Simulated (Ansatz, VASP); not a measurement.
# MnO in VASP and in Ansatz

The input INCAR:

```
SYSTEM = MnO
PREC     = Accurate       ! precision mode
ENCUT    = 520            ! plane-wave cutoff, eV
EDIFF    = 1E-6           ! SCF threshold, eV
ISMEAR   = 0              ! smearing method
SIGMA    = 0.05           ! smearing width, eV
LREAL    = .FALSE.        ! projectors in reciprocal space
LASPH    = .TRUE.         ! aspherical terms in the spheres
NELM     = 100            ! most SCF steps
ALGO     = Normal         ! electronic algorithm
ISIF     = 2              ! what is computed and relaxed
LWAVE    = .FALSE.        ! write WAVECAR
LCHARG   = .TRUE.         ! write CHGCAR
ISPIN    = 2              ! spin polarisation
MAGMOM   = 4 -4 0 0       ! initial moments
LORBIT   = 11             ! projections on sites
LMAXMIX  = 4              ! l up to which the mixer works
LDAU     = .TRUE.         ! DFT+U
LDAUTYPE = 2            
LDAUL    = 2 -1           ! shell
LDAUU    = 2 0            ! U, eV
LDAUJ    = 0 0          
LDAUPRINT= 1            
GGA      = PE             ! functional
LELF     = .TRUE.         ! ELF
LVHAR    = .TRUE.
```

KPOINTS

```
regular mesh
0
G
  7 7 7
  0 0 0
```

The input POSCAR:

```
MnO
1.0
   -1.4847429600      2.5716502300      2.8980711300
    2.9694859100      0.0000000000      2.8980711300
    1.4847429500      2.5716502300      0.0000000000
Mn O
2 2
Direct
    0.0000000000      0.0000000000      0.0000000000
    0.5000000000      0.5000000000      0.5000000000
    0.0833333333      0.4166666667      0.2500000000
    0.5833333333      0.9166666667      0.7500000000
```

The input input.yaml:

```yaml
crystal:
  lattice:
    - [-1.48474296, 2.57165023, 2.89807113]
    - [2.96948591, 0.0, 2.89807113]
    - [1.48474295, 2.57165023, 0.0]
  atoms:
    - { symbol: Mn, position: [0.0, 0.0, 0.0], spin: 4.0 }
    - { symbol: Mn, position: [0.5, 0.5, 0.5], spin: -4.0 }
    - { symbol: O, position: [0.0833333333, 0.4166666667, 0.25] }
    - { symbol: O, position: [0.5833333333, 0.9166666667, 0.75] }
hamiltonian:
  xc: pbe
  pseudopotentials: { kind: paw }
  hubbard: { sites: [{ species: Mn, l: d, u_eff: 2.0 }] }
magnetization:
  spin_polarized: true
kpoints:
  mp_grid: { grid: [7, 7, 7] }
scf:
  occupations: { method: gaussian, width: 0.05 }
output:
  forces: true
  stress: true
  eigenvalues: true
  write_density: true
  write_potential: true
  elf: true
  volumetric_format: npy
```

Measurements of this composition are mostly on another form, of space group No. 225.

Alike in both runs: task single point; functional PBE; k mesh 7 × 7 × 7; occupations gaussian, width 0.05 eV; collinear spin, antiferromagnetic start; Hubbard terms Mn d U = 2 eV.

```csv
,VASP,Ansatz
version,VASP 6.6.1,Ansatz 0.2.0
potentials or method,"VASP PAW PBE potentials, release 64 (Mn_pv, O)",Ansatz PAW
plane-wave cutoff (eV),520,420
valence electrons in the cell,38,42
```

VASP gave:

```
gap on the k mesh at the Fermi level (eV)                     : 0.42
least direct gap on the mesh (eV)                             : 1.39
pressure (GPa)                                                : -1.3
largest component of the traceless stress (GPa)               : 11.83
rms of the force components (eV/Å)                            : 0.065
net moment per atom (μB)                                      : 0.00
size of the moment on the site where the two differ most (μB) : 4.43
```

Estimate Ansatz's values.

gap on the k mesh at the Fermi level (eV): 0.40; least direct gap on the mesh (eV): 1.41; pressure (GPa): -0.5; largest component of the traceless stress (GPa): 11.88; rms of the force components (eV/Å): 0.065; net moment per atom (μB): 0.00; size of the moment on the site where the two differ most (μB): 4.14.

Site moments also hang on the region over which each program counts them. The programs project onto different local orbitals, so the same U acts differently. Atom by atom the forces differ by 0.000 eV/Å (rms over components). The two sets of potentials don't hold the same shells in valence.

Caveats: an odd mesh through Γ misses points on the zone boundary, where band edges often lie (VASP); the magnetic or orbital state may not be the lowest (Ansatz); odd divisions of the mesh miss points on the zone boundary, where band edges often lie, so the gap on the mesh can be too wide (Ansatz); the pressure holds a Pulay correction of +0.6 GPa for the finite cutoff (Ansatz). The state reached can hang on the start; a lower one may exist.
